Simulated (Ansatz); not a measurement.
Predict the output of the script below (the Python package of Ansatz (0.2.0)).

`cds.xyz`
```text
2
Lattice="0.0 2.753244 2.753244 2.753244 0.0 2.753244 2.753244 2.753244 0.0" Properties=species:S:1:pos:R:3 pbc="T T T"
Cd    0.00000000    0.00000000    0.00000000
S     2.75324400    2.75324400    2.75324400
```

`mass_cds.py`:
```python
"""Effective masses of CdS by finite differences."""

import warnings

import ansatz as az
import numpy as np


def main() -> None:
    warnings.simplefilter("ignore", az.DeckWarning)

    cds = az.Crystal.from_extxyz("cds.xyz")

    calc = cds.calculation()
    calc = calc.functional("r2scan")
    calc = calc.pseudopotentials("paw")
    calc = calc.kpoints(6, 6, 6, center="gamma")
    calc = calc.occupations("fixed")
    # step 1: where the edges lie on the mesh
    out = calc.band_table().run(threads=1)
    report = out.report
    levels = np.array(report["eigenvalues_ev"])
    filled = round(report["n_electrons"] / 2)
    edges = {"top filled band": (filled - 1, levels[:, filled - 1].argmax()), "lowest empty band": (filled, levels[:, filled].argmin())}
    gap = levels[:, filled].min() - levels[:, filled - 1].max()
    print(f"gap on the mesh {gap:.3f} eV")
    if gap <= 0.05:
        print("no gap: band-edge masses have no meaning here")
        edges = {}
    reciprocal = 2 * np.pi * np.linalg.inv(out.lattice.cell_ang).T
    step = 0.006  # 1/A

    # m/m_e = (hbar^2/m_e) / (d2E/dk2), with hbar^2/m_e = 7.61996 eV A^2
    # a slope that is not zero means that the extremum lies off this mesh point
    pairs = [(0, 1), (0, 2), (1, 2)]
    moves = [sign * axis for axis in np.eye(3) for sign in (-1, 1)]
    moves += [s1 * np.eye(3)[i] + s2 * np.eye(3)[j] for i, j in pairs for s1 in (1, -1) for s2 in (1, -1)]
    for name, (band, index) in edges.items():
        together = int(np.sum(np.abs(levels[index] - levels[index, band]) < 2e-3))
        print(name, "at k =", np.round(report["kpoints_frac"][index], 4), f"E = {levels[index, band]:.4f} eV, degeneracy {together}")
        centre = np.array(report["kpoints_frac"][index]) @ reciprocal
        points = [centre] + [centre + step * move for move in moves]
        table = calc.band_structure(points, intervals=1, cartesian=True).run(threads=1).band_structure().channels[0].eigenvalues_ev
        if together > 1:
            level = np.flatnonzero(np.abs(levels[index] - levels[index, band]) < 2e-3)
            along = (table[1, level] + table[2, level] - 2 * table[0, level]) / step ** 2
            print("  degenerate level, no single mass tensor; masses of its branches along x:", np.round(7.61996 / along, 3), "m_e")
            continue
        e = table[:, band]
        hessian = np.diag((e[1:7:2] + e[2:7:2] - 2 * e[0]) / step ** 2)
        for (i, j), (pp, pm, mp, mm) in zip(pairs, e[7:].reshape(3, 4)):
            hessian[i, j] = hessian[j, i] = (pp - pm - mp + mm) / (4 * step ** 2)
        curvatures, axes = np.linalg.eigh(hessian)
        slope = (e[2:7:2] - e[1:7:2]) / (2 * step)
        print("  slope (eV A):", np.round(slope, 3) + 0.0, "" if np.abs(slope).max() < 0.05 else "- no extremum here, so these are local curvatures and no band-edge masses")
        for curvature, axis in zip(curvatures, axes.T):
            print(f"  principal mass {7.61996 / curvature:8.3f} m_e along", np.round(axis, 2) + 0.0)


if __name__ == "__main__":
    main()
```

Running `python mass_cds.py` prints:
```text
gap on the mesh 0.748 eV
top filled band at k = [ 0.   0.  -0.5] E = 9.1280 eV, degeneracy 2
  degenerate level, no single mass tensor; masses of its branches along x: [-0.235 -3.774] m_e
lowest empty band at k = [ 0.  -0.5 -0.5] E = 9.8763 eV, degeneracy 1
  slope (eV A): [0. 0. 0.]
  principal mass    0.394 m_e along [1. 0. 0.]
  principal mass    0.187 m_e along [ 0.   -1.    0.03]
  principal mass    0.187 m_e along [ 0.   -0.03 -1.  ]
```

Semilocal gaps usually lie well under measured ones. This is a high-temperature or high-pressure form, not the ambient phase. The structure comes from a database of computed cells and needn't be a stable or known phase. Levels are Kohn-Sham eigenvalues on this mesh, without spin-orbit coupling. The masses are finite-difference curvatures at extrema found on a coarse mesh, which needn't be the true band edges; a step that is long against the gap makes them too heavy. At a valence maximum the curvature is negative (the hole mass is its size); mixed signs mark a saddle. Spin-orbit coupling is left out, and light masses scale with the Kohn-Sham gap. Wall time of the script: 6.6 s on 1 thread of Arm Neoverse V1, with other jobs on the host, peak memory 0.44 GiB.
